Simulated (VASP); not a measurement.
# PtS2 (P-3m1) in VASP: notebook, part 2 of 2

VASP 6.6.1. Earlier steps stand in the parts before.

## Step 3: Electric field gradients, PBEsol

INCAR

```
SYSTEM = PtS2
  ALGO = Normal
  EDIFF = 1E-8
  ENCUT = 520
  GGA = PS
  ISIF = 2
  ISMEAR = 0
  LASPH = .True.
  LCHARG = .False.
  LEFG = .True.
  LREAL = .False.
  LWAVE = .False.
  NELM = 100
  PREC = Accurate
  SIGMA = 0.02
```

KPOINTS

```
k-points
0
Gamma
  9 9 5
  0 0 0
```

POSCAR

```
PtS2
1.0
    3.5432000000      0.0000000000      0.0000000000
   -1.7716000000      3.0685012107      0.0000000000
    0.0000000000      0.0000000000      5.0388000000
Pt S
1 2
Direct
    0.0000000000      0.0000000000      0.0000000000
    0.6666666667      0.3333333333      0.7730000000
    0.3333333333      0.6666666667      0.2270000000
```

Potentials or basis: VASP PAW PBE potentials, release 64 (Pt, S).

The run is started by

```console
> cat potpaw_PBE.64/Pt/POTCAR potpaw_PBE.64/S/POTCAR > POTCAR
> mpirun -np 1 vasp_std > vasp.out
```

OUTCAR:

```text
SYSTEM = PtS2
   EDIFF = 1E-8
   ENCUT = 520
   GGA = PS
   ISIF = 2
   ISMEAR = 0
   LASPH = .True.
   LREAL = .False.
   NELM = 100
   PREC = Accurate

 ion  position               nearest neighbor table
   1  0.000  0.000  0.000-   2 2.34   3 2.34   2 2.34   3 2.34   2 2.34   3 2.34
   2  0.667  0.333  0.773-   1 2.34   1 2.34   1 2.34
   3  0.333  0.667  0.227-   1 2.34   1 2.34   1 2.34

  LATTYP: Found a hexagonal cell.
 ALAT       =     3.5432000000
 C/A-ratio  =     1.4221043125

  Lattice vectors:

[... 653 lines left out ...]

  energy  without entropy=      -16.9312648860  energy(sigma->0) =      -16.93126489

 Electric field gradients (V/A^2)
---------------------------------------------------------------------
 ion       V_xx      V_yy      V_zz      V_xy      V_xz      V_yz
---------------------------------------------------------------------
   1     -97.275   -97.275   194.550     0.000     0.000    -0.000
   2      34.277    34.277   -68.554     0.000     0.000    -0.000
   3      34.277    34.277   -68.554     0.000     0.000    -0.000
---------------------------------------------------------------------

 Electric field gradients after diagonalization (V/A^2)
 (convention: |V_zz| > |V_xx| > |V_yy|)
----------------------------------------------------------------------
 ion       V_xx      V_yy      V_zz     asymmetry (V_yy - V_xx)/ V_zz
----------------------------------------------------------------------
   1     -97.275   -97.275   194.550       0.000
   2      34.277    34.277   -68.554       0.000
   3      34.277    34.277   -68.554       0.000
----------------------------------------------------------------------

           NMR quadrupolar parameters

 Cq : quadrupolar parameter    Cq=e*Q*V_zz/h
 eta: asymmetry parameters     (V_yy - V_xx)/ V_zz
 Q  : nuclear electric quadrupole moment in mb (millibarn)
----------------------------------------------------------------------
 ion       Cq(MHz)       eta       Q (mb)
----------------------------------------------------------------------
   1       0.470       0.000       1.000
   2      -0.166       0.000       1.000
   3      -0.166       0.000       1.000
----------------------------------------------------------------------
```

stdout:

```text
POSCAR found type information on POSCAR PtS
 POSCAR found :  2 types and       3 ions
 scaLAPACK will be used
 -----------------------------------------------------------------------------
|                                                                             |
|                                                                             |
|     You enforced a specific xc type in the INCAR file but a different       |
|     I HOPE YOU KNOW WHAT YOU ARE DOING!                                     |
|                                                                             |
 -----------------------------------------------------------------------------

 LDA part: xc-table for (Slater+PW92), standard interpolation
 POSCAR, INCAR and KPOINTS ok, starting setup
 FFT: planning ... GRIDC
 FFT: planning ... GRID_SOFT
 FFT: planning ... GRID
 WAVECAR not read
 entering main loop
ion   1

ion   2

ion   3
```

Wall time 42 s (1 thread of Intel Xeon Platinum 8259CL at 2.50GHz (Skylake/Cascade Lake), shared host); peak memory 0.2 GiB.

Results:

```yaml
Free_energy: -16.9313 eV
Pressure: 6.1 GPa
Largest_force: 0.930 eV/Å
Band_gap_on_the_k_mesh: 0.96 eV, indirect (least direct gap 1.00 eV)
```

Forces in eV/Å, atoms in the order of the input:
```
Pt   0.000  0.000  0.000
S    0.000  0.000 -0.930
S    0.000  0.000  0.930
```

Electric field gradients, principal values (V/Å²):
```tsv
atom	Vxx	Vyy	Vzz
1 Pt	-97.275	-97.275	194.550
2 S	34.277	34.277	-68.554
3 S	34.277	34.277	-68.554
```

Caveat: the PAW data sets were made with another functional, which shifts forces and pressure a little; spin-orbit coupling is left out, which moves the levels of the heavy elements; an odd mesh through Γ misses points on the zone boundary, where band edges often lie.

## Step 4: Core levels, PBEsol

INCAR

```
SYSTEM = PtS2
ALGO = Normal
EDIFF = 1E-6
ENCUT = 520
GGA = PS
ICORELEVEL = 1
ISIF = 2
ISMEAR = 0
LASPH = .True.
LCHARG = .False.
LREAL = .False.
LWAVE = .False.
NELM = 80
PREC = Accurate
SIGMA = 0.02
```

KPOINTS is that of step 3.

POSCAR is that of step 3.

Potentials or basis: VASP PAW PBE potentials, release 64 (Pt, S).

The run is started by

```console
> cat potpaw_PBE.64/Pt/POTCAR potpaw_PBE.64/S/POTCAR > POTCAR
> mpirun -np 1 vasp_std > vasp.out
```

OUTCAR:

```text
SYSTEM = PtS2
   EDIFF = 1E-6
   ENCUT = 520
   GGA = PS
   ISIF = 2
   ISMEAR = 0
   LASPH = .True.
   LREAL = .False.
   NELM = 80
   PREC = Accurate

 ion  position               nearest neighbor table
   1  0.000  0.000  0.000-   2 2.34   3 2.34   2 2.34   3 2.34   2 2.34   3 2.34
   2  0.667  0.333  0.773-   1 2.34   1 2.34   1 2.34
   3  0.333  0.667  0.227-   1 2.34   1 2.34   1 2.34

  LATTYP: Found a hexagonal cell.
 ALAT       =     3.5432000000
 C/A-ratio  =     1.4221043125

  Lattice vectors:

 A1 = (   3.5432000000,   0.0000000000,   0.0000000000)
 A2 = (  -1.7716000000,   3.0685012107,   0.0000000000)
 A3 = (   0.0000000000,   0.0000000000,   5.0388000000)

Analysis of symmetry for initial positions (statically):
=====================================================================
 Subroutine PRICEL returns:
 Original cell was already a primitive cell.

 Routine SETGRP: Setting up the symmetry group for a
 hexagonal supercell.

 Subroutine GETGRP returns: Found 12 space group operations
 (whereof 12 operations were pure point group operations)
 out of a pool of 24 trial point group operations.

[... 189 lines left out ...]
      8       4.8463      2.00000
      9       5.5176      2.00000
     10       5.5176      2.00000
     11       6.5317      2.00000
     12       9.1026      0.00000
     13       9.1026      0.00000
     14      11.3172      0.00000
[... 256 lines left out ...]
      1      -8.2010      2.00000
      2      -6.1781      2.00000
      3      -0.1594      2.00000
      4      -0.0004      2.00000
      5       0.6804      2.00000
      6       1.7557      2.00000
      7       2.2783      2.00000
      8       3.7994      2.00000
      9       5.1975      2.00000
     10       5.2328      2.00000
     11       5.7010      2.00000
     12       8.2829      0.00000
     13       9.1410      0.00000
     14      12.6526      0.00000

------------------------ aborting loop because EDIFF is reached ----------------------------------------

  FORCE on cell =-STRESS in cart. coord.  units (eV):
  Direction    XX          YY          ZZ          XY          YZ          ZX
  --------------------------------------------------------------------------------------
  -------------------------------------------------------------------------------------
  Total        2.1527055      2.1527055      1.9500126      0.0000000      0.0000000      0.0000000
  in kB       62.9573033     62.9573033     57.0294157      0.0000000      0.0000000      0.0000000
  external PRESSURE =      60.9813408 kB  Pullay stress =       0.0000000 kB

 VOLUME and BASIS-vectors are now :
 -----------------------------------------------------------------------------
  energy-cutoff  :      520.00
  volume of cell :       54.78
      direct lattice vectors                 reciprocal lattice vectors
     3.543200000  0.000000000  0.000000000     0.282230752  0.162946001  0.000000000
    -1.771600000  3.068501211  0.000000000     0.000000000  0.325892001  0.000000000
     0.000000000  0.000000000  5.038800000     0.000000000  0.000000000  0.198459951

 POSITION                                       TOTAL-FORCE (eV/Angst)
 -----------------------------------------------------------------------------------
      0.00000      0.00000      0.00000         0.000000      0.000000      0.000000
      1.77160      1.02283      3.89499         0.000000     -0.000000     -0.930052
     -0.00000      2.04567      1.14381        -0.000000      0.000000      0.930052
 -----------------------------------------------------------------------------------
    total drift:                                0.000000     -0.000000      0.000000

  FREE ENERGIE OF THE ION-ELECTRON SYSTEM (eV)
  ---------------------------------------------------
  free  energy   TOTEN  =       -16.9312647862 eV

  energy  without entropy=      -16.9312647862  energy(sigma->0) =      -16.93126479
```

It took 32 s on 1 thread of Intel Xeon Platinum 8259CL at 2.50GHz (Skylake/Cascade Lake), shared host; peak memory 0.2 GiB.

Results:

```
Free energy            : -16.9313 eV
Pressure               : 6.1 GPa
Largest force          : 0.930 eV/Å
Band gap on the k mesh : 0.96 eV, indirect (least direct gap 1.00 eV)
```

Forces on the atoms (eV/Å):
```
Pt   0.000  0.000  0.000
S    0.000  0.000 -0.930
S    0.000  0.000  0.930
```

Levels at points of the mesh, in eV from the valence-band top:
| k point | band 7 | band 8 | band 9 | band 10 | band 11 | band 12 | band 13 | band 14 | band 15 |
| --- | --- | --- | --- | --- | --- | --- | --- | --- | --- |
| (0.00, 0.00, 0.00) | -4.02 | -1.82 | -1.15 | -1.15 | -0.14 | 2.43 | 2.43 | 4.65 | 5.60 |

Core levels (eV, on the scale of the bands):
```csv
atom,levels
1 Pt,"1s -78392.8, 2s -13762.5, 2p -11922.8, 3s -3226.3, 3p -2690.8, 3d -2111.2, 4s -686.6, 4p -511.1, 4d -298.1, 4f -61.6, 5s -93.0, 5p -47.1"
2 S,"1s -2393.7, 2s -199.6, 2p -144.4"
3 S,"1s -2393.7, 2s -199.6, 2p -144.4"
```

Caveat: the PAW data sets were made with another functional, which shifts forces and pressure a little; spin-orbit coupling is left out, which moves the levels of the heavy elements; an odd mesh through Γ misses points on the zone boundary, where band edges often lie.

## Step 5: Summary

| task | k mesh for the DOS | occupations for the DOS | gap on the mesh (eV) | pressure (GPa) | largest force (eV/Å) |
| --- | --- | --- | --- | --- | --- |
| density of states | 14 × 14 × 8 | tetrahedron | - | - | - |
| electric field gradients | - | - | 0.96 | 6.1 | 0.93 |
| core levels | - | - | 0.96 | 6.1 | 0.93 |

Alike in all rows: level PBEsol; potentials or basis VASP PAW PBE potentials, release 64 (Pt, S); no spin polarisation; cell as given; k mesh 9 × 9 × 5; cutoff (eV) 520; smearing gaussian 0.02 eV.

Caveats: the PAW data sets were made with another functional, which shifts forces and pressure a little; spin-orbit coupling is left out, which moves the levels of the heavy elements (some runs); an odd mesh through Γ misses points on the zone boundary, where band edges often lie (some runs).

Absolute energies hang on the potentials; compare differences alone.
